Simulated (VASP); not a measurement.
# Pt in VASP: a series of runs

The runs below take Pt through single point, relaxation of the atoms, with LDA.

Program: VASP 6.6.1. These are calculated values, not measurements. Logs are shortened: lines on timing, memory, paths and dates and some standing lists are left out, and cuts for length are marked.

**1. The structure**

The cell holds a slab with vacuum, 10 atoms: a = 2.755 Å, b = 3.897 Å, c = 27.400 Å, α = 90.00°, β = 90.00°, γ = 90.00°.

The slab is cut from a database's or a generator's crystal, which needn't be the stable form of the element.

**2. Single point, LDA**

The input, INCAR:

```
SYSTEM = Pt
PREC     = Accurate       ! precision mode
ENCUT    = 520            ! plane-wave cutoff, eV
EDIFF    = 1E-6           ! SCF threshold, eV
ISMEAR   = 1              ! smearing method
SIGMA    = 0.1            ! smearing width, eV
LREAL    = .FALSE.        ! projectors in reciprocal space
LASPH    = .TRUE.         ! aspherical terms in the spheres
NELM     = 80             ! most SCF steps
ALGO     = Normal         ! electronic algorithm
ISIF     = 2              ! what is computed and relaxed
LWAVE    = .FALSE.        ! write WAVECAR
LCHARG   = .FALSE.        ! write CHGCAR
LDIPOL   = .TRUE.       
IDIPOL   = 3            
DIPOL    = 0.5 0.5 0.500
GGA      = CA             ! functional
NBANDS   = 61             ! bands
LVHAR    = .TRUE.       
LVACPOTAV= .TRUE.       
ICORELEVEL= 1            
KPAR     = 4
```

The input, KPOINTS:

```
regular mesh
0
G
  14 10 1
  0 0 0
```

The input, POSCAR:

```
Pt
1.0
    2.7554452200      0.0000000000      0.0000000000
    0.0000000000      3.8967880000      0.0000000000
    0.0000000000      0.0000000000     27.3995034900
Pt
10
Direct
    0.5000000000      0.5000000000      0.2737275900
    0.0000000000      0.0000000000      0.3240103500
    0.5000000000      0.5000000000      0.3742931000
    0.0000000000      0.0000000000      0.4245758600
    0.5000000000      0.5000000000      0.4748586200
    0.0000000000      0.0000000000      0.5251413800
    0.5000000000      0.5000000000      0.5754241400
    0.0000000000      0.0000000000      0.6257069000
    0.5000000000      0.5000000000      0.6759896500
    0.0000000000      0.0000000000      0.7262724100
```

Potentials or basis: VASP PAW LDA potentials, release 64 (Pt).

Run with:

```console
$ cat potpaw_LDA.64/Pt/POTCAR > POTCAR
$ mpirun -np 4 vasp_std > vasp.out
```

OUTCAR:

```text
SYSTEM = Pt
   PREC = Accurate
   ENCUT = 520
   EDIFF = 1E-6
   ISMEAR = 1
   LREAL = .FALSE.
   LASPH = .TRUE.
   NELM = 80
   ISIF = 2
   GGA = CA

 ion  position               nearest neighbor table
   1  0.500  0.500  0.274-   3 2.76   2 2.76   2 2.76   2 2.76   2 2.76
   2  0.000  0.000  0.324-   4 2.76   3 2.76   3 2.76   3 2.76   3 2.76   1 2.76   1 2.76   1 2.76
                             1 2.76
   3  0.500  0.500  0.374-   1 2.76   2 2.76   2 2.76   2 2.76   2 2.76   4 2.76   4 2.76   4 2.76
                             4 2.76   5 2.76
   4  0.000  0.000  0.425-   2 2.76   3 2.76   3 2.76   3 2.76   3 2.76   5 2.76   5 2.76   5 2.76
                             5 2.76   6 2.76
   5  0.500  0.500  0.475-   4 2.76   6 2.76   4 2.76   6 2.76   4 2.76   6 2.76   4 2.76   6 2.76
                             3 2.76   7 2.76
   6  0.000  0.000  0.525-   5 2.76   7 2.76   5 2.76   7 2.76   5 2.76   7 2.76   5 2.76   7 2.76
                             8 2.76   4 2.76
   7  0.500  0.500  0.575-   9 2.76   8 2.76   8 2.76   8 2.76   8 2.76   6 2.76   6 2.76   6 2.76
                             6 2.76   5 2.76
   8  0.000  0.000  0.626-  10 2.76   9 2.76   9 2.76   9 2.76   9 2.76   7 2.76   7 2.76   7 2.76
                             7 2.76   6 2.76
   9  0.500  0.500  0.676-   7 2.76   8 2.76   8 2.76   8 2.76   8 2.76  10 2.76  10 2.76  10 2.76
                            10 2.76
  10  0.000  0.000  0.726-   8 2.76   9 2.76   9 2.76   9 2.76   9 2.76

  LATTYP: Found a simple orthorhombic cell.
 ALAT       =     2.7554452200
 B/A-ratio  =     1.4142135622
 C/A-ratio  =     9.9437663616

  Lattice vectors:

 A1 = (   2.7554452200,   0.0000000000,   0.0000000000)
 A2 = (   0.0000000000,   3.8967880000,   0.0000000000)
 A3 = (   0.0000000000,   0.0000000000,  27.3995034900)

Analysis of symmetry for initial positions (statically):
=====================================================================
 Subroutine PRICEL returns:
 Original cell was already a primitive cell.

 Routine SETGRP: Setting up the symmetry group for a
 simple orthorhombic supercell.

 Subroutine GETGRP returns: Found  8 space group operations
 (whereof  4 operations were pure point group operations)
 out of a pool of  8 trial point group operations.

[... 189 lines left out ...]
       3d  -2109.4585  4s   -683.5875  4p   -510.2581  4d   -299.2699  4f    -63.8208
       5s    -94.4105  5p    -48.7858
   2-  1s -77842.9986  2s -13683.6906  2p -11876.1903  3s  -3211.2251  3p  -2683.8663
       3d  -2110.3397  4s   -684.4478  4p   -511.1169  4d   -300.1283  4f    -64.6762
       5s    -95.2329  5p    -49.5844
   3-  1s -77843.1149  2s -13683.8168  2p -11876.3155  3s  -3211.3613  3p  -2684.0025
       3d  -2110.4750  4s   -684.5988  4p   -511.2695  4d   -300.2826  4f    -64.8336
       5s    -95.4185  5p    -49.7818
   4-  1s -77842.9470  2s -13683.6501  2p -11876.1484  3s  -3211.2030  3p  -2683.8443
       3d  -2110.3154  4s   -684.4526  4p   -511.1246  4d   -300.1388  4f    -64.6924
       5s    -95.3008  5p    -49.6758
   5-  1s -77842.9673  2s -13683.6706  2p -11876.1690  3s  -3211.2227  3p  -2683.8639
       3d  -2110.3352  4s   -684.4711  4p   -511.1429  4d   -300.1570  4f    -64.7103
       5s    -95.3163  5p    -49.6900
   6-  1s -77842.9673  2s -13683.6706  2p -11876.1690  3s  -3211.2227  3p  -2683.8639
       3d  -2110.3352  4s   -684.4711  4p   -511.1429  4d   -300.1570  4f    -64.7103
       5s    -95.3163  5p    -49.6900
   7-  1s -77842.9470  2s -13683.6501  2p -11876.1484  3s  -3211.2030  3p  -2683.8443
       3d  -2110.3154  4s   -684.4526  4p   -511.1246  4d   -300.1388  4f    -64.6924
       5s    -95.3008  5p    -49.6758
   8-  1s -77843.1149  2s -13683.8168  2p -11876.3155  3s  -3211.3613  3p  -2684.0025
       3d  -2110.4750  4s   -684.5988  4p   -511.2695  4d   -300.2826  4f    -64.8336
       5s    -95.4185  5p    -49.7818
   9-  1s -77842.9986  2s -13683.6906  2p -11876.1903  3s  -3211.2251  3p  -2683.8663
       3d  -2110.3397  4s   -684.4478  4p   -511.1169  4d   -300.1283  4f    -64.6762
       5s    -95.2329  5p    -49.5844
  10-  1s -77842.1496  2s -13682.8020  2p -11875.3041  3s  -3210.3481  3p  -2682.9897
       3d  -2109.4585  4s   -683.5875  4p   -510.2581  4d   -299.2699  4f    -63.8208
       5s    -94.4105  5p    -48.7858

 E-fermi :   2.9309     XC(G=0):  -7.7309

 val. band max:        2.9297941598   @ k =   0.2143   0.4000   0.0000
 cond. band min:       2.9320218512   @ k =   0.2143   0.3000   0.0000
 fundamental gap:      0.0022276914
 Fermi energy:         2.9308604959

 k-point     1 :       0.0000    0.0000    0.0000
  band No.  band energies     occupation
      1      -7.2587      2.00000
      2      -6.5104      2.00000
      3      -5.4247      2.00000
      4      -4.2423      2.00000
      5      -4.1758      2.00000
      6      -3.7819      2.00000
[... 1525 lines left out ...]
     60       7.0141      0.00000
     61       8.7519      0.00000

 [... further k-points ...]

------------------------ aborting loop because EDIFF is reached ----------------------------------------

  FORCE on cell =-STRESS in cart. coord.  units (eV):
  Direction    XX          YY          ZZ          XY          YZ          ZX
  --------------------------------------------------------------------------------------
  -------------------------------------------------------------------------------------
  Total       -8.9018643     -5.7570205     -3.4855310      0.0000000      0.0000000      0.0000000
  in kB      -48.4786258    -31.3521338    -18.9818385      0.0000000      0.0000000      0.0000000
  external PRESSURE =     -32.9375327 kB  Pullay stress =       0.0000000 kB

 VOLUME and BASIS-vectors are now :
 -----------------------------------------------------------------------------
  energy-cutoff  :      520.00
  volume of cell :      294.20
      direct lattice vectors                 reciprocal lattice vectors
     2.755445220  0.000000000  0.000000000     0.362917757  0.000000000  0.000000000
     0.000000000  3.896788000  0.000000000     0.000000000  0.256621607  0.000000000
     0.000000000  0.000000000 27.399503490     0.000000000  0.000000000  0.036497012

 POSITION                                       TOTAL-FORCE (eV/Angst)
 -----------------------------------------------------------------------------------
      1.37772      1.94839      7.50000         0.000000      0.000000      1.076850
      0.00000      0.00000      8.87772         0.000000      0.000000     -1.047684
      1.37772      1.94839     10.25545         0.000000      0.000000     -0.048002
      0.00000      0.00000     11.63317         0.000000      0.000000      0.138923
      1.37772      1.94839     13.01089         0.000000      0.000000     -0.090811
      0.00000      0.00000     14.38861         0.000000      0.000000      0.090811
      1.37772      1.94839     15.76634         0.000000      0.000000     -0.138923
      0.00000      0.00000     17.14406         0.000000      0.000000      0.048002
      1.37772      1.94839     18.52178         0.000000      0.000000      1.047684
      0.00000      0.00000     19.89950         0.000000      0.000000     -1.076850
 -----------------------------------------------------------------------------------
    total drift:                               -0.000000      0.000000      0.000000

  FREE ENERGIE OF THE ION-ELECTRON SYSTEM (eV)
  ---------------------------------------------------
  free  energy   TOTEN  =       -71.5130730798 eV

  energy  without entropy=      -71.5080619159  energy(sigma->0) =      -71.51140269

 vacuum level on the upper side and lower side of the slab         8.574         8.574
```

stdout:

```text
POSCAR found type information on POSCAR Pt
 POSCAR found :  1 types and      10 ions
 scaLAPACK will be used
 LDA part: xc-table for (Slater(with rela. corr.)+CA(PZ))
 , standard interpolation
 POSCAR, INCAR and KPOINTS ok, starting setup
 FFT: planning ... GRIDC
 FFT: planning ... GRID_SOFT
 FFT: planning ... GRID
 WAVECAR not read
 entering main loop
 -----------------------------------------------------------------------------
|                                                                             |
|           W    W    AA    RRRRR   N    N  II  N    N   GGGG   !!!           |
|           W    W   A  A   R    R  NN   N  II  NN   N  G    G  !!!           |
|           W    W  A    A  R    R  N N  N  II  N N  N  G       !!!           |
|           W WW W  AAAAAA  RRRRR   N  N N  II  N  N N  G  GGG   !            |
|           WW  WW  A    A  R   R   N   NN  II  N   NN  G    G                |
|           W    W  A    A  R    R  N    N  II  N    N   GGGG   !!!           |
|                                                                             |
|     Did not find any points to average over, which means that no vacuum     |
|     field-free region was found. Please increase the size of  your cell     |
|     in the dimension of the dipole correction to obtain accurate            |
|     workfunction values.                                                    |
|                                                                             |
 -----------------------------------------------------------------------------
```

It took 4.8 min on 4 MPI ranks of AMD EPYC 9R45 (Zen 5), shared host; peak memory 0.67 GiB.

What came out:

```yaml
Free_energy: -71.5131 eV
Largest_force: 1.077 eV/Å
Band_gap_on_the_k_mesh: none (metal or under the smearing width)
Work_function_of_the_upper_face: 5.64 eV
Work_function_of_the_lower_face: 5.64 eV
```

Forces on the atoms (eV/Å):
```
Pt   0.000  0.000  1.077
Pt   0.000  0.000 -1.048
Pt   0.000  0.000 -0.048
Pt   0.000  0.000  0.139
Pt   0.000  0.000 -0.091
Pt   0.000  0.000  0.091
Pt   0.000  0.000 -0.139
Pt   0.000  0.000  0.048
Pt   0.000  0.000  1.048
Pt   0.000  0.000 -1.077
```

Core levels (eV, on the scale of the bands):
```csv
atom,levels
1 Pt,"1s -77842.1, 2s -13682.8, 2p -11875.3, 3s -3210.3, 3p -2683.0, 3d -2109.5, 4s -683.6, 4p -510.3, 4d -299.3, 4f -63.8, 5s -94.4, 5p -48.8"
2 Pt,"1s -77843.0, 2s -13683.7, 2p -11876.2, 3s -3211.2, 3p -2683.9, 3d -2110.3, 4s -684.4, 4p -511.1, 4d -300.1, 4f -64.7, 5s -95.2, 5p -49.6"
3 Pt,"1s -77843.1, 2s -13683.8, 2p -11876.3, 3s -3211.4, 3p -2684.0, 3d -2110.5, 4s -684.6, 4p -511.3, 4d -300.3, 4f -64.8, 5s -95.4, 5p -49.8"
4 Pt,"1s -77842.9, 2s -13683.7, 2p -11876.1, 3s -3211.2, 3p -2683.8, 3d -2110.3, 4s -684.5, 4p -511.1, 4d -300.1, 4f -64.7, 5s -95.3, 5p -49.7"
5 Pt,"1s -77843.0, 2s -13683.7, 2p -11876.2, 3s -3211.2, 3p -2683.9, 3d -2110.3, 4s -684.5, 4p -511.1, 4d -300.2, 4f -64.7, 5s -95.3, 5p -49.7"
6 Pt,"1s -77843.0, 2s -13683.7, 2p -11876.2, 3s -3211.2, 3p -2683.9, 3d -2110.3, 4s -684.5, 4p -511.1, 4d -300.2, 4f -64.7, 5s -95.3, 5p -49.7"
```

(Continued in part 2 of 2.)
